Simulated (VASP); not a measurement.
# BaTiO3 (P4mm) in VASP: notebook

One crystal, BaTiO3, is run at these levels: PBEsol, PBE+D3(BJ); tasks: dielectric tensor, equation of state.

Program: VASP 6.6.1. These are calculated values, not measurements. Logs are shortened: lines on timing, memory, paths and dates and some standing lists are left out, and cuts for length are marked.

### Step 1. The structure

Symmetry: P4mm, No. 99, tetragonal system. Conventional cell: a = 4.000 Å, b = 4.000 Å, c = 4.018 Å, α = 90.00°, β = 90.00°, γ = 90.00°. Ba (site symmetry 4mm) has 12 O at 2.79 to 2.88 Å as nearest neighbours. Around Ti (site symmetry 4mm) lie 6 O at 1.89 to 2.13 Å. Around O (site symmetry 2mm) lie 2 Ti at 2.00 Å. O (site symmetry 4mm) is surrounded by 2 Ti at 1.89 to 2.13 Å.

### Step 2. Dielectric tensor, PBEsol

INCAR

```
PREC = Accurate ; ENCUT = 350
EDIFF = 1E-4 ; ISMEAR = 0
SIGMA = 0.01 ; LREAL = F
LASPH = T ; NELM = 100
ALGO = Normal ; ISIF = 2
LWAVE = F ; LCHARG = F
GGA = PS ; LEPSILON = T
```

KPOINTS

```
Automatic mesh
0
Gamma
  7 7 7
```

POSCAR

```
BaTiO3
1.0
    3.9998000000      0.0000000000      0.0000000000
    0.0000000000      3.9998000000      0.0000000000
    0.0000000000      0.0000000000      4.0180000000
Ba Ti O
1 1 3
Direct
    0.0000000000      0.0000000000      0.0000000000
    0.5000000000      0.5000000000      0.4900000000
    0.0000000000      0.5000000000      0.5170000000
    0.5000000000      0.0000000000      0.5170000000
    0.5000000000      0.5000000000      0.0190000000
```

Potentials or basis: VASP PAW PBE potentials, release 64 (Ba_sv, Ti_sv, O).

Started as:

```bash
cat potpaw_PBE.64/Ba_sv/POTCAR potpaw_PBE.64/Ti_sv/POTCAR potpaw_PBE.64/O/POTCAR > POTCAR
mpirun -np 1 vasp_std > vasp.out
```

OUTCAR:

```text
PREC = Accurate
   ENCUT = 350
   EDIFF = 1E-4
   ISMEAR = 0
   LREAL = F
   LASPH = T
   NELM = 100
   ISIF = 2
   GGA = PS
   LEPSILON = T

 Found     40 irreducible k-points:

 Following reciprocal coordinates:
            Coordinates               Weight
  0.000000  0.000000  0.000000      1.000000
  0.142857  0.000000  0.000000      4.000000
  0.285714  0.000000  0.000000      4.000000
  0.428571  0.000000  0.000000      4.000000
  0.142857  0.142857  0.000000      4.000000
  0.285714  0.142857  0.000000      8.000000
   k-points           NKPTS =     40   k-points in BZ     NKDIM =     40   number of bands    NBANDS=     24
   number of dos      NEDOS =    301   number of ions     NIONS =      5
   total plane-waves  NPLWV =  16128
   dimension x,y,z NGX =    24 NGY =   24 NGZ =   28
   dimension x,y,z NGXF=    48 NGYF=   48 NGZF=   56
   ions per type =               1   1   3
   NGX,Y,Z   is equivalent  to a cutoff of   9.98,  9.98, 11.59 a.u.
   NGXF,Y,Z  is equivalent  to a cutoff of  19.95, 19.95, 23.17 a.u.
 SYSTEM =  unknown system
   PREC   = accura    normal or accurate (medium, high low for compatibility)
   ISTART =      0    job   : 0-new  1-cont  2-samecut
   ICHARG =      2    charge: 1-file 2-atom 10-const
   ISPIN  =      1    spin polarized calculation?
   LNONCOLLINEAR =      F non collinear calculations
   LSORBIT =      F    spin-orbit coupling
   LASPH  =      T    aspherical Exc in radial PAW
   ENCUT  =  350.0 eV  25.72 Ry    5.07 a.u.   6.10  6.10  6.13*2*pi/ulx,y,z
   NELM   =    100;   NELMIN=  2; NELMDL= -5     # of ELM steps
   EDIFF  = 0.1E-03   stopping-criterion for ELM
   LREAL  =      F    real-space projection
   EDIFFG = 0.1E-02   stopping-criterion for IOM
   NSW    =      0    number of steps for IOM
   IBRION =     -1    ionic relax: 0-MD 1-quasi-New 2-CG
   NFREE  =      0    steps in history (QN), initial steepest desc. (CG)
   ISIF   =      2    stress and relaxation
   ISYM   =      2    0-nonsym 1-usesym 2-fastsym
   POTIM  = 0.5000    time-step for ionic-motion
   TEBEG  =    0.0;   TEEND  =   0.0 temperature during run
   PSTRESS=    0.0 pullay stress
   NELECT =      40.0000    total number of electrons
   NUPDOWN=      -1.0000    fix difference up-down
   EMIN   =  10.00;   EMAX   =-10.00  energy-range for DOS
   EFERMI =   0.00;   METHOD = LEGACY
   ISMEAR =     0;   SIGMA  =   0.01  broadening in eV -4-tet -1-fermi 0-gaus
   EFERMI_NEDOS =   21; number of points for ismear=-14 and -15
   IALGO  =     38    algorithm
   IMIX   =      4    mixing-type and parameters
     AMIX     =   0.40;   BMIX     =  1.00
     AMIX_MAG =   1.60;   BMIX_MAG =  1.00
  volume/ion in A,a.u.               =      12.86        86.76
  Fermi-wavevector in a.u.,A,eV,Ry     =   1.397653  2.641181 26.578078  1.953434
  Thomas-Fermi vector in A             =   2.520888
   LORBIT       =      0    0 simple, 1 ext, 2 COOP (PROOUT), +10 PAW based schemes
   GGA     = PS    functional components
   LHFCALC =     F    Hartree Fock is set to
   AEXX    =    0.0000 exact exchange contribution
   IVDW    =     0    specifies the selected vdW correction
   LEPSILON=     T    determine dielectric tensor
   LRPA    =     F    only Hartree local field effects (RPA)
 non-spin polarized calculation
 Gauss-broadening in eV      SIGMA  =   0.01
  energy-cutoff  :      350.00
  volume of cell :       64.28
 maximum number of plane-waves:       971
   NGX = 13   NGY = 13   NGZ = 13

--------------------------------------- Ionic step        1  -------------------------------------------

 number of electron      39.9999975 magnetization

 E-fermi :   3.6486     XC(G=0): -11.4986

 val. band max:        3.5934041054   @ k =   0.4286   0.4286   0.4286
 cond. band min:       5.4185674408   @ k =   0.0000   0.0000   0.0000
 fundamental gap:      1.8251633354
 Fermi energy:         3.6486441367

 k-point     1 :       0.0000    0.0000    0.0000
  band No.  band energies     occupation
      1     -52.6327      2.00000
      2     -29.0048      2.00000
      3     -28.9745      2.00000
      4     -28.9745      2.00000
      5     -21.0997      2.00000
      6     -13.1758      2.00000
[... 16 lines left out ...]
     23       5.6387      0.00000
     24       7.6800      0.00000

 k-point     2 :       0.1429    0.0000    0.0000
  band No.  band energies     occupation
      1     -52.6328      2.00000
      2     -29.0045      2.00000
      3     -28.9848      2.00000
      4     -28.9742      2.00000
      5     -21.0770      2.00000
      6     -13.1922      2.00000
[... 16 lines left out ...]
     23       5.9076      0.00000
     24       7.7482      0.00000

 k-point     3 :       0.2857    0.0000    0.0000
  band No.  band energies     occupation
      1     -52.6323      2.00000
      2     -29.0076      2.00000
      3     -29.0035      2.00000
      4     -28.9733      2.00000
      5     -21.0252      2.00000
      6     -13.2872      2.00000
[... 16 lines left out ...]
     23       6.5899      0.00000
     24       7.7490      0.00000

 k-point     4 :       0.4286    0.0000    0.0000
  band No.  band energies     occupation
      1     -52.6317      2.00000
      2     -29.0257      2.00000
      3     -29.0028      2.00000
      4     -28.9724      2.00000
      5     -20.9828      2.00000
      6     -13.3966      2.00000
[... 16 lines left out ...]
     23       7.1359      0.00000
     24       7.7412      0.00000

 k-point     5 :       0.1429    0.1429    0.0000
  band No.  band energies     occupation
      1     -52.6325      2.00000
      2     -29.0041      2.00000
      3     -28.9845      2.00000
      4     -28.9841      2.00000
      5     -21.0558      2.00000
      6     -13.1819      2.00000
[... 16 lines left out ...]
     23       6.0761      0.00000
     24       8.0210      0.00000

 k-point     6 :       0.2857    0.1429    0.0000
  band No.  band energies     occupation
      1     -52.6320      2.00000
      2     -29.0071      2.00000
      3     -29.0031      2.00000
      4     -28.9832      2.00000
      5     -21.0074      2.00000
      6     -13.2290      2.00000
[... 16 lines left out ...]
     23       6.6566      0.00000
     24       8.0838      0.00000

 [... further k-points ...]

  FORCE on cell =-STRESS in cart. coord.  units (eV):
  Direction    XX          YY          ZZ          XY          YZ          ZX
  --------------------------------------------------------------------------------------
  -------------------------------------------------------------------------------------
  Total       -6.8260652     -6.8260652     -6.4070785      0.0000000      0.0000000      0.0000000
  in kB     -170.1353380   -170.1353380   -159.6923622      0.0000000      0.0000000      0.0000000
  external PRESSURE =    -166.6543461 kB  Pullay stress =       0.0000000 kB

 VOLUME and BASIS-vectors are now :
 -----------------------------------------------------------------------------
  energy-cutoff  :      350.00
  volume of cell :       64.28
      direct lattice vectors                 reciprocal lattice vectors
     3.999800000  0.000000000  0.000000000     0.250012501  0.000000000  0.000000000
     0.000000000  3.999800000  0.000000000     0.000000000  0.250012501  0.000000000
     0.000000000  0.000000000  4.018000000     0.000000000  0.000000000  0.248880040

 POSITION                                       TOTAL-FORCE (eV/Angst)
 -----------------------------------------------------------------------------------
      0.00000      0.00000      0.00000         0.000000      0.000000      0.052038
      1.99990      1.99990      1.96882        -0.000000      0.000000     -0.160359
      0.00000      1.99990      2.07731         0.000000      0.000000     -0.120767
      1.99990      0.00000      2.07731         0.000000      0.000000     -0.120767
      1.99990      1.99990      0.07634         0.000000     -0.000000      0.349855
 -----------------------------------------------------------------------------------
    total drift:                                0.000000     -0.000000      0.003417

  FREE ENERGIE OF THE ION-ELECTRON SYSTEM (eV)
  ---------------------------------------------------
  free  energy   TOTEN  =       -42.0996695649 eV

  energy  without entropy=      -42.0996695649  energy(sigma->0) =      -42.09966956

 HEAD OF MICROSCOPIC STATIC DIELECTRIC TENSOR (INDEPENDENT PARTICLE, excluding Hartree and local field effects)
 ------------------------------------------------------
           6.801370     0.000000     0.000000
           0.000000     6.801370     0.000000
           0.000000    -0.000000     6.581447
 ------------------------------------------------------

 Free energy of the ion-electron system (eV)
  ---------------------------------------------------
  ---------------------------------------------------
  free energy    TOTEN  =        -1.04808007 eV

  energy without entropy =       -1.04808007

------------------------ aborting loop because EDIFF is reached ----------------------------------------

--------------------------------------- Ionic step        2  -------------------------------------------

------------------------ aborting loop because EDIFF is reached ----------------------------------------

--------------------------------------- Ionic step        3  -------------------------------------------

 Free energy of the ion-electron system (eV)
  ---------------------------------------------------
  ---------------------------------------------------
  free energy    TOTEN  =        -0.97246020 eV

  energy without entropy =       -0.97246020

------------------------ aborting loop because EDIFF is reached ----------------------------------------

 PIEZOELECTRIC TENSOR FIELD DIRECTION 3  (e Angst)
 -----------------------------------------------------------------------------
    -0.49352  0.00000  0.00000           (  0.07116  0.00000  0.00000)
     0.00000 -0.49352  0.00000           (  0.00000  0.07116 -0.00000)
     0.00000  0.00000 -0.25431           (  0.00000 -0.00000 -0.67909)

 PIEZOELECTRIC TENSOR FIELD DIRECTION 3  (C/m^2)
 -----------------------------------------------------------------------------
    -0.12301  0.00000  0.00000
     0.00000 -0.12301  0.00000
     0.00000  0.00000 -0.06338

 MACROSCOPIC STATIC DIELECTRIC TENSOR (including local field effects in DFT)
 ------------------------------------------------------
           6.612860     0.000000     0.000000
          -0.000000     6.612860     0.000000
           0.000000    -0.000000     6.191075
 ------------------------------------------------------

 PIEZOELECTRIC TENSOR (including local field effects)  for field in x, y, z        (e  Angst)
          XX          YY          ZZ          XY          YZ          ZX
  --------------------------------------------------------------------------------
  x     0.00000     0.00000     0.00000     0.00000     0.00000    -0.22240
  y     0.00000    -0.00000     0.00000     0.00000    -0.22239     0.00000
  z    -0.49352    -0.49352    -0.25431     0.00000     0.00000     0.00000

 PIEZOELECTRIC TENSOR (including local field effects)  for field in x, y, z        (C/m^2)
          XX          YY          ZZ          XY          YZ          ZX
  --------------------------------------------------------------------------------
  x     0.00000     0.00000     0.00000     0.00000     0.00000    -0.05543
  y     0.00000    -0.00000     0.00000     0.00000    -0.05543     0.00000
  z    -0.12301    -0.12301    -0.06338     0.00000     0.00000     0.00000

 BORN EFFECTIVE CHARGES (including local field effects) (in |e|, cummulative output)
 ---------------------------------------------------------------------------------
 ion    1
    1     2.71657     0.00000     0.00000
    2     0.00000     2.71657     0.00000
    3     0.00000     0.00000     2.76265
 ion    2
    1     7.19984     0.00000     0.00000
    2     0.00000     7.19984     0.00000
    3     0.00000     0.00000     6.48045
 ion    3
    1    -5.72650     0.00000     0.00000
    2     0.00000    -2.14028    -0.00000
    3     0.00000     0.00000    -2.01596
 ion    4
    1    -2.14028     0.00000     0.00000
    2     0.00000    -5.72650     0.00000
    3     0.00000     0.00000    -2.01596
 ion    5
    1    -2.04963     0.00000     0.00000
    2     0.00000    -2.04963    -0.00000
    3     0.00000     0.00000    -5.21118
```

Wall time 4.6 min (1 thread of Intel Xeon Platinum 8488C (Sapphire Rapids), shared host); peak memory 0.33 GiB.

The run converged, but a check on its numbers failed (symmetry, net force, bounds or a known fault of this set-up), so they aren't taken as properties of the crystal.

Caveat: the cutoff lies under the usual one of these potentials, so the numbers hold a large basis-set error; the PAW data sets were made with another functional, which shifts forces and pressure a little; spin-orbit coupling is left out, which moves the levels of the heavy elements; an odd mesh through Γ misses points on the zone boundary, where band edges often lie.

### Step 3. Dielectric tensor, PBEsol

INCAR

```
PREC = Normal ; ENCUT = 350
EDIFF = 1E-8 ; ISMEAR = 0
SIGMA = 0.01 ; LREAL = F
LASPH = T ; NELM = 100
ALGO = Normal ; ISIF = 2
LWAVE = F ; LCHARG = F
GGA = PS ; LEPSILON = T
```

KPOINTS is that of step 2.

POSCAR is that of step 2.

Potentials or basis: VASP PAW PBE potentials, release 64 (Ba_sv, Ti_sv, O).

Started as:

```bash
cat potpaw_PBE.64/Ba_sv/POTCAR potpaw_PBE.64/Ti_sv/POTCAR potpaw_PBE.64/O/POTCAR > POTCAR
mpirun -np 1 vasp_std > vasp.out
```

OUTCAR:

```text
PREC = Normal
   ENCUT = 350
   EDIFF = 1E-8
   ISMEAR = 0
   LREAL = F
   LASPH = T
   NELM = 100
   ISIF = 2
   GGA = PS
   LEPSILON = T

 Found     40 irreducible k-points:

 Following reciprocal coordinates:
            Coordinates               Weight
  0.000000  0.000000  0.000000      1.000000
  0.142857  0.000000  0.000000      4.000000
  0.285714  0.000000  0.000000      4.000000
  0.428571  0.000000  0.000000      4.000000
  0.142857  0.142857  0.000000      4.000000
  0.285714  0.142857  0.000000      8.000000
   k-points           NKPTS =     40   k-points in BZ     NKDIM =     40   number of bands    NBANDS=     24
   number of dos      NEDOS =    301   number of ions     NIONS =      5
   total plane-waves  NPLWV =   5832
   dimension x,y,z NGX =    18 NGY =   18 NGZ =   18
   dimension x,y,z NGXF=    36 NGYF=   36 NGZF=   36
   ions per type =               1   1   3
   NGX,Y,Z   is equivalent  to a cutoff of   7.48,  7.48,  7.45 a.u.
[... 309 lines left out ...]
 PIEZOELECTRIC TENSOR (including local field effects)  for field in x, y, z        (e  Angst)
          XX          YY          ZZ          XY          YZ          ZX
  --------------------------------------------------------------------------------
  x     0.00000     0.00000     0.00000     0.00000     0.00000    -0.22357
  y     0.00000    -0.00000     0.00000     0.00000    -0.22357     0.00000
  z    -0.49107    -0.49107    -0.25544     0.00000     0.00000     0.00000

 PIEZOELECTRIC TENSOR (including local field effects)  for field in x, y, z        (C/m^2)
          XX          YY          ZZ          XY          YZ          ZX
  --------------------------------------------------------------------------------
  x     0.00000     0.00000     0.00000     0.00000     0.00000    -0.05572
  y     0.00000    -0.00000     0.00000     0.00000    -0.05572     0.00000
  z    -0.12240    -0.12240    -0.06367     0.00000     0.00000     0.00000

 BORN EFFECTIVE CHARGES (including local field effects) (in |e|, cummulative output)
 ---------------------------------------------------------------------------------
 ion    1
    1     2.71679     0.00000     0.00000
    2     0.00000     2.71679     0.00000
    3     0.00000     0.00000     2.76565
 ion    2
    1     7.19903     0.00000     0.00000
    2     0.00000     7.19903    -0.00000
    3     0.00000     0.00000     6.48231
 ion    3
    1    -5.73186     0.00000     0.00000
    2     0.00000    -2.13693     0.00000
    3     0.00000     0.00000    -2.01599
 ion    4
    1    -2.13693     0.00000     0.00000
    2     0.00000    -5.73186     0.00000
    3     0.00000     0.00000    -2.01599
 ion    5
    1    -2.04703     0.00000     0.00000
    2     0.00000    -2.04703     0.00000
    3     0.00000     0.00000    -5.21597
```

OSZICAR:

```text
N       E                     dE             d eps       ncg     rms          rms(c)
[... 13 lines left out ...]
RMM:  24    -0.966986245823E+00   -0.82760E-05   -0.12747E-05  4133   0.644E-04    0.152E-04
RMM:  25    -0.967001020916E+00   -0.14775E-04   -0.47995E-06  4540   0.762E-04    0.567E-04
RMM:  26    -0.966998295979E+00    0.27249E-05   -0.44869E-06  3657   0.330E-04    0.464E-04
RMM:  27    -0.966993787545E+00    0.45084E-05   -0.42460E-06  3511   0.300E-04    0.309E-04
RMM:  28    -0.966989368887E+00    0.44187E-05   -0.21215E-06  3477   0.276E-04    0.152E-04
RMM:  29    -0.966986747274E+00    0.26216E-05   -0.23570E-06  2992   0.203E-04    0.609E-05
RMM:  30    -0.966985552661E+00    0.11946E-05   -0.95939E-08  2043   0.151E-04    0.197E-05
RMM:  31    -0.966985388522E+00    0.16414E-06   -0.41302E-07  1223   0.124E-04    0.944E-06
```

stdout:

```text
POSCAR found type information on POSCAR BaTiO
 POSCAR found :  3 types and       5 ions
 scaLAPACK will be used
 -----------------------------------------------------------------------------
|                                                                             |
[... 28 lines left out ...]
 dielectric tensor                  component  3 :    -0.867    -0.569     6.582
 Linear response to external field, progress :
  Direction:   1
 dielectric tensor                  component  1 :     6.613    -0.088     0.000
 Linear response to external field, progress :
  Direction:   2
 dielectric tensor                  component  2 :    -0.410     6.613     0.001
 Linear response to external field, progress :
  Direction:   3
 dielectric tensor                  component  3 :    -0.863    -0.576     6.190
 Born effective charges drift removed
```

It took 6.9 min on 1 thread of Intel Xeon Platinum 8488C (Sapphire Rapids), shared host; peak memory 0.31 GiB.

The run converged, but a check on its numbers failed (symmetry, net force, bounds or a known fault of this set-up), so they aren't taken as properties of the crystal.

Caveat: the cutoff lies under the usual one of these potentials, so the numbers hold a large basis-set error; the PAW data sets were made with another functional, which shifts forces and pressure a little; spin-orbit coupling is left out, which moves the levels of the heavy elements; an odd mesh through Γ misses points on the zone boundary, where band edges often lie.

[end of part 1 of 2]
